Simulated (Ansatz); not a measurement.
**Iridium, A15 under revPBE: structure and ground-state energy**

What does revPBE give for iridium in the A15 structure? We relax it, then solve it on a dense k-mesh. Spin polarisation is left out. The k-meshes are 5×5×5 for the relaxation; 7×7×7 for the dense run.

Computed with Ansatz 0.2.0 (DFT revPBE, plane waves (420 eV) with PAW, scalar-relativistic; PAW files made under PBE, frozen cores solved again for the functional, unless a step says otherwise).

**1. The starting structure**

The structure is cubic, space group Pm-3n (No. 223). Conventional cell: a = 4.837 Å, b = 4.837 Å, c = 4.837 Å, α = 90.00°, β = 90.00°, γ = 90.00°. Around Ir (site symmetry m-3) lie 12 Ir at 2.70 Å. Ir (site symmetry -4m2) is surrounded by 6 Ir at 2.42 to 2.70 Å.

Coordinates:

```cif
data_structure
_symmetry_space_group_name_H-M 'Pm-3n'
_symmetry_Int_Tables_number 223
_cell_length_a 4.8373
_cell_length_b 4.8373
_cell_length_c 4.8373
_cell_angle_alpha 90.000
_cell_angle_beta 90.000
_cell_angle_gamma 90.000
_cell_volume 113.19
loop_
_atom_site_label
_atom_site_type_symbol
_atom_site_symmetry_multiplicity
_atom_site_Wyckoff_symbol
_atom_site_fract_x
_atom_site_fract_y
_atom_site_fract_z
_atom_site_occupancy
Ir1 Ir 2 a 0.00000 0.00000 0.00000 1
Ir2 Ir 6 c 0.25000 0.00000 0.50000 1
```

**2. Relaxing cell and atoms**

The input, input.yaml:

```yaml
crystal:
  lattice:
    - [4.837340879, 0.0, 0.0]
    - [0.0, 4.837340879, 0.0]
    - [0.0, 0.0, 4.837340879]
  atoms:
    - { symbol: Ir, position: [0.0, 0.0, 0.0] }
    - { symbol: Ir, position: [0.5, 0.5, 0.5] }
    - { symbol: Ir, position: [0.25, 0.0, 0.5] }
    - { symbol: Ir, position: [0.75, 0.0, 0.5] }
    - { symbol: Ir, position: [0.5, 0.25, 0.0] }
    - { symbol: Ir, position: [0.5, 0.75, 0.0] }
    - { symbol: Ir, position: [0.0, 0.5, 0.25] }
    - { symbol: Ir, position: [0.0, 0.5, 0.75] }
hamiltonian:
  xc: revpbe
  pseudopotentials:
    kind: paw
    azcp:
      Ir: "pseudopotentials/Ir.paw.azcp"
basis:
  ecutwfc: 420
  fft_grid_basis: typed
kpoints:
  mp_grid: { grid: [5, 5, 5], shift: [0, 0, 0] }
magnetization:
  spin_polarized: false
scf:
  occupations: { method: fermi_dirac, width: 0.1 }
relax:
  max_steps: 60
  f_tol: 0.01
  cell: {}
output:
  write_density: true
  write_potential: true
  elf: true
  volumetric_format: npy
```

On the command line:

```bash
$ ansatz run input.yaml --threads 4 --pin off --max-ram 8192MiB --backend cpu --events-out ev --progress --plain --runs-dir out
```

Log:

```text
Warning: RAYON_NUM_THREADS=4 ignored (pool sized by the plan → 4); use --threads N
Engine: ansatz 0.2.0, aarch64-unknown-linux-gnu
Pseudopotentials: kind: paw
Pseudopotential: Ir, paw, valence charge 17, recommended cutoff 420 eV (normal), <dir>
Functional definition: revPBE
  parameter kappa = 1.245
  parameter beta = 0.06672455060314922
  exchange = pbe_x(kappa = kappa, mu = beta*pi^2/3)
  correlation = pbe_c(beta = beta)
Crystal: 8 atoms, lattice volume = 113.193 Å³
Basis set: ecut = 420 eV, 2205 PW (Γ), exchange–correlation on 72×72×72 points (8 copies of the dense FFT grid, shifted against one another)
Bands: 82, of which v1, the nominal top of the filled ones, is band 68 counted from 1 (67 counted from 0)
Symmetry: 48 space group operations
Space group: Pm-3n (ITA 223), of the structure as read, at distance tolerance 4.8e-5 Å
k-points: 10 of 125
Non-local potential: Ir, projectors of the file, l = 0: 3, l = 1: 2, l = 2: 2, l = 3: 1
PAW form: soft (Blöchl's): semilocal exchange-correlation on the pseudo side does not see the compensation charge
PAW frozen core: Ir, regenerated for the run's functional, and the local potential with it (the file was generated under x = pbe(κ = 0.804, μ = 0.2195149727645171), c = pbe(β = 0.06672455060314922))
PAW one-centre angular grid: Ir, 590 points (default); XC on 64 Gauss nodes
Initial density: superposition of atomic densities (neutral atoms: chi_scale 0, normalization atom), corrected by the library's trained network
Initial wavefunctions: pseudopotential atomic-orbital guess
Functional: x = revpbe(κ = 1.245, μ = 0.2195149727645171), c = pbe(β = 0.06672455060314922)
SCF iter   1: F=—  HF=-95554.520762 eV  |F-HF|=—  |Δ(HF+E_count)|=         —  Δρ=9.59e-3  dr2=3.62e-2  ethr=1.77e-3  ⟨swp⟩=5.1  Hψ=2612  notcnv=0  defer=13
preconditioner: auto → Kerker (q_TF=auto, 2.813 Å⁻¹)  [metal: Δε(μ)=0.022 eV  Ē_g=7.078 eV  σ=0.100 eV  W_gap=0.05  n_scr=32 (ndim 8)  ℏωp=29.6 eV  f_vac=0.000  D(μ)=11.56/eV (n_scr^D=146)]
SCF iter   2: F=—  HF=-95554.522194 eV  |F-HF|=—  |Δ(HF+E_count)|=   1.43e-3  Δρ=4.95e-3  dr2=8.93e-3  ethr=2.66e-5  ⟨swp⟩=2.0  Hψ=1171  notcnv=0  defer=15
SCF iter   3: F=—  HF=-95554.522596 eV  |F-HF|=—  |Δ(HF+E_count)|=   4.02e-4  Δρ=6.08e-4  dr2=1.71e-4  ethr=6.56e-6  ⟨swp⟩=2.9  Hψ=1541  notcnv=0  defer=15
SCF iter   4: F=—  HF=-95554.522632 eV  |F-HF|=—  |Δ(HF+E_count)|=   3.60e-5  Δρ=8.98e-5  dr2=4.89e-6  ethr=1.26e-7  ⟨swp⟩=2.6  Hψ=1129  notcnv=0  defer=15
SCF iter   5: F=—  HF=-95554.522616 eV  |F-HF|=—  |Δ(HF+E_count)|=   1.63e-5  Δρ=1.72e-5  dr2=2.98e-7  ethr=3.59e-9  ⟨swp⟩=2.2  Hψ=1469  notcnv=0  defer=15
SCF iter   6: F=-95554.522616 eV  HF=-95554.522616 eV  |F-HF|=2.33e-9  |Δ(HF+E_count)|=   2.21e-8  Δρ=2.91e-6  dr2=8.12e-9  ethr=7.35e-11  ⟨swp⟩=7.1  Hψ=4430  notcnv=0
SCF 1 converged in 6 iterations: F = -95554.522616 eV  dr2 = 8.12e-9
relax step   1: F+E_penalty+E_count = -95554.52261583 eV  Δ(F+E_penalty+E_count) = +0.000e0 eV  max|allowed force component| = 2.624e-17 eV/Å  Δτ_max = 0.0000 Å  P = +27.231 GPa  Ω = 113.193 Å³  (6 SCF iters, dr2 threshold 1.00e-7 eV, accepted)
Crystal: 8 atoms, lattice volume = 130.568 Å³
Basis set: ecut = 420 eV, 2517 PW (Γ), exchange–correlation on 72×72×72 points (8 copies of the dense FFT grid, shifted against one another)
Initial density: handed on by an earlier stage of this run
Initial wavefunctions: those handed on with the density
iter 1 solved again at ethr=3.10e-5 eV; its pass at ethr=3.10e-3 eV (dr2=4.22e-2 eV) is discarded
SCF iter   1: F=—  HF=-95554.743679 eV  |F-HF|=—  |Δ(HF+E_count)|=         —  Δρ=6.15e-3  dr2=4.46e-2  ethr=3.10e-5  ⟨swp⟩=1.0  Hψ=3313  notcnv=0
preconditioner: auto → Kerker (q_TF=auto, 2.747 Å⁻¹)  [metal: Δε(μ)=0.014 eV  Ē_g=5.871 eV  σ=0.100 eV  W_gap=0.04  n_scr=32 (ndim 8)  ℏωp=27.6 eV  f_vac=0.000  D(μ)=14.43/eV (n_scr^D=202)]
SCF iter   2: F=—  HF=-95554.740254 eV  |F-HF|=—  |Δ(HF+E_count)|=   3.42e-3  Δρ=3.46e-3  dr2=1.30e-2  ethr=3.10e-5  ⟨swp⟩=1.0  Hψ=820  notcnv=0
SCF iter   3: F=—  HF=-95554.739595 eV  |F-HF|=—  |Δ(HF+E_count)|=   6.59e-4  Δρ=4.35e-4  dr2=1.16e-4  ethr=9.57e-6  ⟨swp⟩=2.0  Hψ=1113  notcnv=0
SCF iter   4: F=—  HF=-95554.739485 eV  |F-HF|=—  |Δ(HF+E_count)|=   1.11e-4  Δρ=7.64e-5  dr2=6.63e-6  ethr=8.55e-8  ⟨swp⟩=2.6  Hψ=1383  notcnv=0
iter 5 did not close the SCF: its close was put off for the readings that it lacked (scf_convergence_deferred on its scf_iter line)
SCF iter   5: F=-95554.739484 eV  HF=-95554.739484 eV  |F-HF|=8.26e-8  |Δ(HF+E_count)|=   5.16e-7  Δρ=1.56e-5  dr2=2.65e-7  ethr=4.87e-9  ⟨swp⟩=2.0  Hψ=1373  notcnv=0
SCF iter   6: F=-95554.739484 eV  HF=-95554.739484 eV  |F-HF|=6.23e-9  |Δ(HF+E_count)|=   5.95e-9  Δρ=3.45e-6  dr2=1.65e-8  ethr=1.95e-10  ⟨swp⟩=5.3  Hψ=4717  notcnv=0
SCF 2 converged in 6 iterations: F = -95554.739484 eV  dr2 = 1.65e-8
relax step   2: F+E_penalty+E_count = -95554.73948417 eV  Δ(F+E_penalty+E_count) = -2.169e-1 eV  max|allowed force component| = 2.371e-17 eV/Å  Δτ_max = 0.0000 Å  P = -16.823 GPa  Ω = 130.568 Å³  energy of the carried Pulay correction = -9.768e-3 eV  (6 SCF iters, dr2 threshold 8.00e-7 eV, accepted)
Crystal: 8 atoms, lattice volume = 123.339 Å³
Basis set: ecut = 420 eV, 2469 PW (Γ), exchange–correlation on 72×72×72 points (8 copies of the dense FFT grid, shifted against one another)
iter 1 solved again at ethr=4.92e-6 eV; its pass at ethr=3.10e-3 eV (dr2=6.69e-3 eV) is discarded
SCF iter   1: F=—  HF=-95555.208601 eV  |F-HF|=—  |Δ(HF+E_count)|=         —  Δρ=2.64e-3  dr2=7.36e-3  ethr=4.92e-6  ⟨swp⟩=2.4  Hψ=3756  notcnv=0
preconditioner: auto → Kerker (q_TF=auto, 2.773 Å⁻¹)  [metal: Δε(μ)=0.019 eV  Ē_g=6.336 eV  σ=0.100 eV  W_gap=0.05  n_scr=32 (ndim 8)  ℏωp=28.4 eV  f_vac=0.000  D(μ)=13.04/eV (n_scr^D=178)]
SCF iter   2: F=—  HF=-95555.207541 eV  |F-HF|=—  |Δ(HF+E_count)|=   1.06e-3  Δρ=1.43e-3  dr2=1.99e-3  ethr=4.92e-6  ⟨swp⟩=1.1  Hψ=854  notcnv=0
SCF iter   3: F=—  HF=-95555.207259 eV  |F-HF|=—  |Δ(HF+E_count)|=   2.81e-4  Δρ=1.79e-4  dr2=1.91e-5  ethr=1.46e-6  ⟨swp⟩=2.0  Hψ=1122  notcnv=0
SCF iter   4: F=—  HF=-95555.207214 eV  |F-HF|=—  |Δ(HF+E_count)|=   4.53e-5  Δρ=2.41e-5  dr2=3.93e-7  ethr=1.40e-8  ⟨swp⟩=2.2  Hψ=1219  notcnv=0
iter 5 did not close the SCF: its close was put off for the readings that it lacked (scf_convergence_deferred on its scf_iter line)
SCF iter   5: F=-95555.207214 eV  HF=-95555.207214 eV  |F-HF|=3.64e-10  |Δ(HF+E_count)|=   1.46e-7  Δρ=3.37e-6  dr2=9.83e-9  ethr=2.89e-10  ⟨swp⟩=2.3  Hψ=1271  notcnv=0
SCF iter   6: F=-95555.207214 eV  HF=-95555.207214 eV  |F-HF|=3.49e-10  |Δ(HF+E_count)|=  8.73e-10  Δρ=7.95e-7  dr2=8.30e-10  ethr=7.23e-12  ⟨swp⟩=4.5  Hψ=4210  notcnv=0
SCF 3 converged in 6 iterations: F = -95555.207214 eV  dr2 = 8.30e-10
relax step   3: F+E_penalty+E_count = -95555.20721417 eV  Δ(F+E_penalty+E_count) = -4.677e-1 eV  max|allowed force component| = 3.534e-17 eV/Å  Δτ_max = 0.0000 Å  P = -2.913 GPa  Ω = 123.339 Å³  energy of the carried Pulay correction = -5.878e-3 eV  (6 SCF iters, dr2 threshold 8.00e-7 eV, accepted)
[... 14 lines left out ...]
relax step   4: F+E_penalty+E_count = -95555.21924476 eV  Δ(F+E_penalty+E_count) = -1.203e-2 eV  max|allowed force component| = 3.144e-17 eV/Å  Δτ_max = 0.0000 Å  P = -0.000 GPa  Ω = 122.104 Å³  energy of the carried Pulay correction = -5.189e-3 eV  (6 SCF iters, dr2 threshold 8.00e-7 eV, accepted)
[... 11 lines left out ...]
relax step   5: F+E_penalty+E_count = -95555.22295779 eV  Δ(F+E_penalty+E_count) = -3.713e-3 eV  max|allowed force component| = 3.491e-17 eV/Å  Δτ_max = 0.0000 Å  P = -0.050 GPa  Ω = 122.104 Å³  stress off target by 5.01e-2 GPa  SCF on the basis re-selected at this cell (its energy is not comparable with the rows above)  (6 SCF iters)
[... 16 lines left out ...]
relax step   6: F+E_penalty+E_count = -95555.22297159 eV  Δ(F+E_penalty+E_count) = -1.380e-5 eV  max|allowed force component| = 6.881e-17 eV/Å  Δτ_max = 0.0000 Å  P = +0.001 GPa  Ω = 122.083 Å³  energy of the carried Pulay correction = +1.058e-5 eV  (7 SCF iters, accepted)
iter 1 solved again at ethr=8.77e-8 eV; its pass at ethr=3.10e-3 eV (dr2=1.19e-4 eV) is discarded
SCF iter   1: F=—  HF=-95555.222889 eV  |F-HF|=—  |Δ(HF+E_count)|=         —  Δρ=6.33e-6  dr2=8.14e-9  ethr=8.77e-8  ⟨swp⟩=3.0  Hψ=4548  notcnv=0
eigensolver tolerance schedule: the retry pair's looser diagonalisation over-reported the residual by 14659.54 of it (diagonalisation noise at 0.71 of the residual, at the tolerance the schedule requests for it); recorded, not acted on — ethr = c·dr2/N_el stays at c = 1.0e-1
SCF iter   2: F=—  HF=-95555.222857 eV  |F-HF|=—  |Δ(HF+E_count)|=   3.19e-5  Δρ=3.20e-6  dr2=2.12e-9  ethr=5.98e-12  ⟨swp⟩=3.0  Hψ=1762  notcnv=0
iter 3 did not close the SCF: its close was put off for the readings that it lacked (scf_convergence_deferred on its scf_iter line)
SCF iter   3: F=-95555.222857 eV  HF=-95555.222857 eV  |F-HF|=1.46e-11  |Δ(HF+E_count)|=  2.33e-10  Δρ=4.91e-7  dr2=6.93e-11  ethr=1.56e-12  ⟨swp⟩=2.0  Hψ=1499  notcnv=0
iter 4 did not close the SCF: its close was put off for the readings that it lacked (scf_convergence_deferred on its scf_iter line)
SCF iter   4: F=-95555.222857 eV  HF=-95555.222857 eV  |F-HF|=1.46e-11  |Δ(HF+E_count)|=    0.00e0  Δρ=1.52e-7  dr2=1.24e-11  ethr=1.00e-12  ⟨swp⟩=1.0  Hψ=820  notcnv=0
iter 5 did not close the SCF: its close was put off for the readings that it lacked (scf_convergence_deferred on its scf_iter line)
SCF iter   5: F=-95555.222857 eV  HF=-95555.222857 eV  |F-HF|=4.37e-11  |Δ(HF+E_count)|=  1.46e-11  Δρ=1.54e-8  dr2=6.14e-14  ethr=1.00e-12  ⟨swp⟩=1.0  Hψ=820  notcnv=0
iter 6 did not close the SCF: its close was put off for the readings that it lacked (scf_convergence_deferred on its scf_iter line)
SCF iter   6: F=-95555.222857 eV  HF=-95555.222857 eV  |F-HF|=4.37e-11  |Δ(HF+E_count)|=    0.00e0  Δρ=1.20e-9  dr2=4.27e-16  ethr=1.00e-12  ⟨swp⟩=1.0  Hψ=820  notcnv=0
SCF iter   7: F=-95555.222857 eV  HF=-95555.222857 eV  |F-HF|=0.00e0  |Δ(HF+E_count)|=  2.91e-11  Δρ=2.83e-10  dr2=6.95e-17  ethr=1.00e-12  ⟨swp⟩=2.0  Hψ=2001  notcnv=0
SCF 7 converged in 7 iterations: F = -95555.222857 eV  dr2 = 6.95e-17
relax step   7: F+E_penalty+E_count = -95555.22285718 eV  Δ(F+E_penalty+E_count) = +1.144e-4 eV  max|allowed force component| = 6.245e-17 eV/Å  Δτ_max = 0.0000 Å  P = +0.004 GPa  Ω = 122.083 Å³  stress off target by 3.51e-3 GPa  SCF on the basis re-selected at this cell (its energy is not comparable with the rows above)  (7 SCF iters)
basis re-selected at this cell: Δ(F+E_penalty+E_count) = +1.144e-4 eV, ΔP = +0.003 GPa vs the last step (what re-selecting the basis moved, of the pressure what is left beyond the Pulay correction that the steps carried, after the strain that the cell walked since its last selection, with what the two solves' SCF thresholds leave and, on support functions, any second-order correction that the steps lacked; it is no measure of the basis error at this ecutwfc). This SCF's stress stands 3.51e-3 GPa from its target on what of the cell is left free (relax.cell.stress_tol is 5.00e-2 GPa) and its largest allowed force component is 6.25e-17 eV/Å (relax.f_tol is 1.00e-2 eV/Å): within both
SCF converged after 7 iterations
Free energy (F): -95555.222857 eV
Harris-Foulkes:  -95555.222857 eV  (|F-HF|=0.00e0)
Internal energy: -95554.808474 eV  (E = F + TS)
E sigma→0 (E₀):  -95555.015666 eV
Entropy (-TS):   -0.414383 eV (-51.798 meV/atom)
Fermi energy:    23.601345 eV
--- Per-component energies (eV) ---
  E_band       = -914.915154
  E_kinetic    = 4978.815854
  E_local      = -9312.029360  (includes V_loc(G=0)·N_el)
  E_nonlocal   = 580.345613
  E_hartree    = 3540.947640
  E_xc         = -2139.461799
  E_vxc        = -2392.371339  (∫ρ·V_xc dr)
  E_paw        = -73863.959083  (= ΣΔE_a)
  E_vpaw       = -1851.571720  (= ΣTr[D̂ρ^β])
  E_aug_tail   = 0.000519  (compensation charges beyond the density's cutoff)
  E_ewald      = -19339.282301
  E_core_change = -0.185557  (= ΣΔE_core)
  E_smearing   = -0.414383  (= −TS)
  E_closure    = -0.000000  (closes the sum)
  Σ components = -95555.222857   (vs F -95555.222857, Δ=0.00e0)
--- Forces (eV/Å), atoms counted from 1 ---
  atom   1  Ir    -0.00000000     0.00000000     0.00000000
  atom   2  Ir    -0.00000000     0.00000000     0.00000000
  atom   3  Ir     0.00000000    -0.00000000     0.00000000
  atom   4  Ir    -0.00000000     0.00000000    -0.00000000
  atom   5  Ir     0.00000000     0.00000000    -0.00000000
  atom   6  Ir    -0.00000000     0.00000000     0.00000000
  atom   7  Ir     0.00000000    -0.00000000    -0.00000000
  atom   8  Ir    -0.00000000     0.00000000     0.00000000
  max |Σ_I F_I| component: 2.41e-17 eV/Å
--- Stress (GPa, compression-positive) ---
        0.003512       0.000000      -0.000000
        0.000000       0.003512       0.000000
       -0.000000       0.000000       0.003512
  P = ⅓ Tr σ = 0.0035 GPa (0.035 kbar)
--- Band table (eV; the first three rows and the last of 10) ---
  k-point 0: bands = ["-69.0871", "-69.0822", "-68.9237", "-68.9161", "-68.9161", "-68.8466", "-68.8466", "-68.8466", "-26.5359", "-26.5359", "-26.4717", "-26.0974", "-26.0974", "-26.0974", "-26.0249", "-26.0249", "-26.0249", "-25.6638", "-25.6638", "-25.6638", "-25.6435", "-25.6435", "-25.6435", "-25.5992", "-25.5992", "-25.5992", "-25.5939", "-25.5939", "-25.5939", "-25.4971", "-25.4971", "-25.4971", "13.1857", "15.9934", "15.9934", "17.2436", "17.5524", "17.5524", "17.5524", "17.5581", "18.4960", "18.4960", "18.4960", "18.7849", "18.7849", "18.7849", "19.2314", "19.2844", "19.2844", "19.5524", "19.5524", "20.2106", "20.2106", "20.2106", "20.5158", "20.5158", "20.5158", "22.0778", "22.0778", "22.0778", "22.2446", "22.2446", "22.2446", "22.4588", "22.4588", "23.2338", "23.2338", "23.9337", "23.9337", "23.9337", "24.4726", "24.4726", "24.4726", "26.4682", "26.4682", "26.4682", "27.6343", "27.6343", "27.9464", "30.2462", "31.7825", "31.7825"]
  k-point 1: bands = ["-69.0863", "-69.0823", "-68.9223", "-68.9169", "-68.9105", "-68.8535", "-68.8466", "-68.8466", "-26.5393", "-26.5121", "-26.4149", "-26.0942", "-26.0942", "-26.0580", "-26.0331", "-26.0331", "-25.9961", "-25.6831", "-25.6831", "-25.6822", "-25.6427", "-25.6393", "-25.6274", "-25.6274", "-25.6035", "-25.5941", "-25.5941", "-25.5885", "-25.5885", "-25.5857", "-25.4991", "-25.4991", "13.5276", "15.8989", "16.3175", "16.7325", "17.5913", "17.5913", "17.6259", "18.0645", "18.1951", "18.3042", "18.3042", "18.5302", "18.9179", "18.9179", "19.0615", "19.1151", "19.5888", "19.6691", "19.7890", "19.9393", "19.9393", "20.2563", "20.8245", "20.8245", "20.8472", "21.3611", "21.9548", "21.9548", "22.0562", "22.4502", "22.5623", "22.5623", "23.0004", "23.0665", "23.4687", "24.0346", "24.0346", "24.1190", "24.1190", "24.1227", "24.4869", "24.5193", "26.6431", "26.6431", "27.3157", "27.6594", "29.5626", "29.7914", "30.1427", "30.9832"]
  k-point 2: bands = ["-69.0845", "-69.0830", "-68.9207", "-68.9188", "-68.8935", "-68.8715", "-68.8466", "-68.8466", "-26.5392", "-26.5260", "-26.1812", "-26.0904", "-26.0904", "-26.0439", "-26.0439", "-25.9684", "-25.9553", "-25.8569", "-25.7207", "-25.7044", "-25.7044", "-25.6999", "-25.6283", "-25.6145", "-25.6079", "-25.6079", "-25.5918", "-25.5918", "-25.5781", "-25.5781", "-25.5025", "-25.5025", "14.4398", "15.4914", "16.3310", "16.5128", "17.6461", "17.6461", "17.6619", "17.8538", "18.0185", "18.0185", "18.4819", "18.6323", "18.8098", "19.1465", "19.1465", "19.3387", "19.7083", "19.7366", "20.0960", "20.0960", "20.1176", "20.6158", "20.6365", "20.6989", "20.6989", "21.4901", "21.5978", "21.5978", "21.9546", "22.2094", "22.6954", "22.7175", "22.9652", "23.0726", "23.0726", "23.5618", "23.5618", "23.8375", "24.3581", "24.4740", "24.7594", "24.7594", "26.5522", "26.5522", "26.7412", "27.1568", "28.6309", "28.8622", "30.1774", "30.1774"]
  k-point 9: bands = ["-69.0825", "-69.0823", "-68.8964", "-68.8941", "-68.8941", "-68.8725", "-68.8725", "-68.8711", "-26.2375", "-26.2375", "-26.2334", "-26.0487", "-26.0487", "-26.0349", "-25.9358", "-25.9358", "-25.9345", "-25.8437", "-25.8197", "-25.8197", "-25.7542", "-25.7440", "-25.6693", "-25.6693", "-25.6511", "-25.6332", "-25.6332", "-25.6237", "-25.6237", "-25.6211", "-25.6131", "-25.6131", "16.4990", "16.9301", "16.9301", "17.2095", "17.2644", "17.2644", "17.4319", "17.5102", "18.2962", "18.2962", "18.4484", "18.4484", "18.9513", "18.9513", "19.0193", "19.2165", "19.2165", "19.4398", "19.4973", "19.7341", "19.7341", "20.3331", "20.6304", "20.6304", "21.4188", "21.4188", "22.0220", "22.2344", "22.6223", "22.6223", "22.6770", "22.8737", "22.8737", "23.0364", "23.0364", "23.0406", "23.6416", "23.6806", "23.6806", "23.9456", "23.9456", "24.2125", "24.2125", "24.7308", "25.5230", "25.5539", "25.5539", "26.4789", "32.6940", "33.2649"]
--- Relaxed structure (5 steps of the walk, 5 accepted, 2 SCFs on fresh bases) ---
  F+E_penalty+E_count = -95555.22285718 eV   max|allowed force component| = 6.245e-17 eV/Å   (the final SCF, on the basis selected at the relaxed cell)
  cell:  # Å, volume = 122.0832 Å³
    - [4.960802945137517, -1.2197556314452493e-33, -1.733336949948512e-33]
    - [-3.2740809054583e-33, 4.960802945137517, 2.5679065925163143e-34]
    - [-1.2197556314452493e-33, 2.5679065925163143e-34, 4.960802945137517]
  atoms:
    - { symbol: Ir, position: [1.838019281018207e-34, -1.2098921976096034e-33, -2.589453196639668e-35] }
    - { symbol: Ir, position: [0.49999999999999994, 0.49999999999999994, 0.49999999999999994] }
    - { symbol: Ir, position: [0.24999999999999997, -8.10305743177696e-35, 0.49999999999999994] }
    - { symbol: Ir, position: [0.75, -3.3318473544800677e-34, 0.49999999999999994] }
    - { symbol: Ir, position: [0.49999999999999994, 0.24999999999999997, 2.760528182603852e-35] }
    - { symbol: Ir, position: [0.49999999999999994, 0.75, 3.593870727868769e-34] }
    - { symbol: Ir, position: [2.4352265047477164e-34, 0.49999999999999994, 0.24999999999999997] }
    - { symbol: Ir, position: [2.4352265047477164e-34, 0.49999999999999994, 0.75] }
```

It took 11 s on 4 threads of Arm Neoverse V2, shared host; peak memory 0.53 GiB.

The steps of the relaxation:

| step | energy change (meV/atom) | largest force (eV/Å) | pressure (GPa) | volume (Å³/atom) |
| --- | --- | --- | --- | --- |
| 1 | 0.00 | 0.0000 | 27.23 | 14.149 |
| 2 | -27.11 | 0.0000 | -16.82 | 16.321 |
| 3 | -85.57 | 0.0000 | -2.91 | 15.417 |
| 4 | -87.08 | 0.0000 | 0.00 | 15.263 |
| 5 | -87.54 | 0.0000 | -0.05 | 15.263 |
| 6 | -87.54 | 0.0000 | 0.00 | 15.260 |
| 7 | -87.53 | 0.0000 | 0.00 | 15.260 |

Steps that repeat a cell are solved on a basis chosen anew, so their changes of energy are no gain of the relaxation.

The cell of the run, before and after:

|  | before | after | change |
| --- | --- | --- | --- |
| a (Å) | 4.837 | 4.961 | +2.6 % |
| b (Å) | 4.837 | 4.961 | +2.6 % |
| c (Å) | 4.837 | 4.961 | +2.6 % |
| volume (Å³/atom) | 14.149 | 15.260 | +7.9 % |
| shortest distance (Å) | 2.419 | 2.480 | +2.6 % |
| space group (spins left aside) | Pm-3n | Pm-3n | same |

(Part 1 of 2 ends here.)
